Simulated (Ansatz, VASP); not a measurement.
# Li2CoCl4: VASP beside Ansatz, part 2 of 3

Wanted: the spread between two codes on one cell, functional and k mesh.

VASP 6.6.1 and Ansatz 0.2.0.

So far: The starting structure; VASP: relaxation of cell and atoms, r2SCAN with rVV10.

### 2. VASP: relaxation of cell and atoms, r2SCAN with rVV10 (continued)

Level of this step: r2SCAN with rVV10, spin-polarised from a ferromagnetic start (one magnetic atom a cell); plane waves and PAW (Li_sv, Co, Cl) (VASP).

OUTCAR, selected parts (step 2):

```text
ion  position               nearest neighbor table
   1  0.500  0.000  0.500-   4 2.46   6 2.46   5 2.55   7 2.55   5 2.55   7 2.55
   2  0.000  0.500  0.500-   4 2.46   6 2.46   5 2.55   7 2.55   5 2.55   7 2.55
   3  0.000  0.000  0.000-   5 2.30   7 2.30   6 2.44   4 2.44   4 2.44   6 2.44
   4  0.771  0.771  0.500-   3 2.44   3 2.44   1 2.46   2 2.46
   5  0.766  0.234  0.000-   3 2.30   2 2.55   1 2.55   1 2.55   2 2.55
   6  0.229  0.229  0.500-   3 2.44   3 2.44   1 2.46   2 2.46
   7  0.234  0.766  0.000-   3 2.30   2 2.55   1 2.55   1 2.55   2 2.55

  LATTYP: Found a base centered orthorhombic cell.
 ALAT       =     7.2384434800
 B/A-ratio  =     1.3581836768
 C/A-ratio  =     0.4958911526

 Subroutine GETGRP returns: Found  8 space group operations
 (whereof  8 operations were pure point group operations)

The static configuration has the point symmetry D_2h.

 Found     28 irreducible k-points:

   k-points           NKPTS =     28   k-points in BZ     NKDIM =     28   number of bands    NBANDS=     34

   dimension x,y,z NGX =    54 NGY =   54 NGZ =   32
   dimension x,y,z NGXF=   108 NGYF=  108 NGZF=   64

   ENCUT  =  700.0 eV  51.45 Ry    7.17 a.u.  13.17 13.17  7.74*2*pi/ulx,y,z

   NELECT =      43.0000    total number of electrons

 k-points in reciprocal lattice and weights: Automatic mesh
   0.00000000  0.00000000  0.00000000       0.010
   0.25000000  0.00000000  0.00000000       0.042
   0.50000000  0.00000000  0.00000000       0.021
   0.25000000  0.25000000  0.00000000       0.021
   0.50000000  0.25000000  0.00000000       0.042
  -0.25000000  0.25000000  0.00000000       0.021
   0.50000000  0.50000000  0.00000000       0.010
   0.00000000  0.00000000  0.16666667       0.021
   0.25000000  0.00000000  0.16666667       0.083
[...]
-0.25000000  0.25000000  0.50000000       0.021
   0.50000000  0.50000000  0.50000000       0.010

 average (electrostatic) potential at core
       1 -65.6560       2 -65.6560       3 -90.8820       4 -95.9113       5 -95.4805
       6 -95.9113       7 -95.4805

 E-fermi :   2.6950

 spin component 1
 k-point     1 :       0.0000    0.0000    0.0000
  band No.  band energies     occupation
    ...
     19       0.7071      1.00000
     20       0.8392      1.00000
     21       1.0156      1.00000
     22       1.5555      1.00000
     23       1.8130      1.00000
     24       7.1876      0.00000
     25       8.5382      0.00000
     26       8.6359      0.00000
     27       9.1260      0.00000
     28      10.0997      0.00000
    ...

 k-point     2 :       0.2500    0.0000    0.0000
  band No.  band energies     occupation
    ...
     19       0.6087      1.00000
     20       0.8246      1.00000
     21       0.9633      1.00000
     22       1.5439      1.00000
     23       1.6991      1.00000
     24       7.7375      0.00000
     25       8.7549      0.00000
     26       9.2278      0.00000
     27       9.3776      0.00000
     28      10.5520      0.00000
    ...

 k-point     3 :       0.5000    0.0000    0.0000
  band No.  band energies     occupation
    ...
     19       0.6046      1.00000
     20       0.7675      1.00000
     21       0.8884      1.00000
     22       1.5398      1.00000
     23       1.6330      1.00000
     24       8.4422      0.00000
     25       8.9152      0.00000
     26       9.4896      0.00000
     27       9.8832      0.00000
     28      11.1033      0.00000
    ...

 k-point     4 :       0.2500    0.2500    0.0000
  band No.  band energies     occupation
    ...
     19       0.5831      1.00000
     20       0.8974      1.00000
     21       0.9147      1.00000
     22       1.5319      1.00000
     23       1.5416      1.00000
     24       8.3609      0.00000
     25       9.3194      0.00000
     26       9.6022      0.00000
     27       9.6151      0.00000
     28      10.7763      0.00000
    ...

 k-point     5 :       0.5000    0.2500    0.0000
  band No.  band energies     occupation
    ...
     19       0.5954      1.00000
     20       0.8752      1.00000
     21       0.9074      1.00000
     22       1.3423      1.00000
     23       1.5405      1.00000
     24       8.5432      0.00000
     25       9.5112      0.00000
     26       9.7126      0.00000
     27      10.1703      0.00000
     28      10.9522      0.00000
    ...

 k-point     6 :      -0.2500    0.2500    0.0000
  band No.  band energies     occupation
    ...
     19       0.5946      1.00000
     20       0.9084      1.00000
     21       0.9484      1.00000
     22       1.4414      1.00000
     23       1.5479      1.00000
     24       7.8873      0.00000
     25       9.2162      0.00000
     26       9.3242      0.00000
     27       9.5265      0.00000
     28      10.3569      0.00000
    ...

  Total        0.0023633      0.0256944     -0.0243761      0.0000000      0.0000000      0.0000000
  in kB        0.0298194      0.3242038     -0.3075706      0.0000000      0.0000000      0.0000000
  external PRESSURE =       0.0154842 kB  Pullay stress =       0.0000000 kB

  energy-cutoff  :      700.00
  volume of cell :      126.98
      direct lattice vectors                 reciprocal lattice vectors
     3.541375921 -5.129066741  0.000000000     0.141188061 -0.097483621  0.000000000
     3.541375921  5.129066741  0.000000000     0.141188061  0.097483621  0.000000000
     0.000000000  0.000000000  3.495347509     0.000000000  0.000000000  0.286094586

 POSITION                                       TOTAL-FORCE (eV/Angst)
 -----------------------------------------------------------------------------------
      1.77069     -2.56453      1.74767         0.000000      0.000000      0.000000
      1.77069      2.56453      1.74767         0.000000      0.000000      0.000000
      0.00000     -0.00000      0.00000         0.000000      0.000000      0.000000
      5.41260      0.00000      1.74767        -0.001524      0.000000     -0.000000
      3.54138     -2.65545      0.00000         0.000000     -0.009701      0.000000
      1.67015      0.00000      1.74767         0.001524      0.000000      0.000000
      3.54138      2.65545      0.00000         0.000000      0.009701      0.000000
 -----------------------------------------------------------------------------------
    total drift:                               -0.000000     -0.000000      0.000000

  FREE ENERGIE OF THE ION-ELECTRON SYSTEM (eV)
  ---------------------------------------------------
  free  energy   TOTEN  =       -52.1870930333 eV

  energy  without entropy=      -52.1870705294  energy(sigma->0) =      -52.18708178

 reached required accuracy - stopping structural energy minimisation

 total charge
# of ion       s       p       d       tot
------------------------------------------
    1        2.006   0.011   0.000   2.017
    2        2.006   0.011   0.000   2.017
    3        0.291   0.333   7.067   7.690
    4        1.605   3.574   0.000   5.180
    5        1.599   3.614   0.000   5.213
    6        1.605   3.574   0.000   5.180
    7        1.599   3.614   0.000   5.213
--------------------------------------------------
tot         10.711  14.731   7.067  32.509

 magnetization (x)
# of ion       s       p       d       tot
------------------------------------------
    1       -0.000  -0.000   0.000  -0.000
    2       -0.000  -0.000   0.000  -0.000
    3        0.020   0.014   2.575   2.609
    4        0.008   0.109   0.000   0.117
    5        0.003   0.031   0.000   0.034
    6        0.008   0.109   0.000   0.117
    7        0.003   0.031   0.000   0.034
--------------------------------------------------
tot          0.042   0.294   2.575   2.911

[... 6 further parts left out ...]
```

CONTCAR:

```
Li2CoCl4
   1.00000000000000
     3.5413759208076359   -5.1290667412624185    0.0000000000000000
     3.5413759208076359    5.1290667412624185    0.0000000000000000
     0.0000000000000000    0.0000000000000000    3.4953475091301223
  Li              Co              Cl
     2     1     4
Direct
     0.5000000000000000    0.0000000000000000    0.5000000000000000
     0.0000000000000000    0.5000000000000000    0.5000000000000000
     0.0000000000000000    0.0000000000000000    0.0000000000000000
     0.7641947015577821    0.7641947015577821    0.5000000000000000
     0.7588628188180367    0.2411371811819636    0.0000000000000000
     0.2358052984422179    0.2358052984422179    0.5000000000000000
     0.2411371811819636    0.7588628188180367    0.0000000000000000
```

The cell holds one magnetic atom, so no antiferromagnetic order fits into it. Experiment finds antiferromagnetic order in this phase (below 6.8 K, arxiv:2307.06899), so this ferromagnetic run describes another state.

[end of part 2 of 3]

[Lines on the potential files, build, host, timing and source positions are cut from VASP's logs without a mark.]

[Logs are printed without paths, hosts, clocks, repeated set-up lines and the standing remarks that a program may print on its own settings, such as how far it seeks lower states.]

[Hosts, paths, dates, database ids (printed as entryN), source tags and the programs' standing remarks are cut or masked in the printed files.]
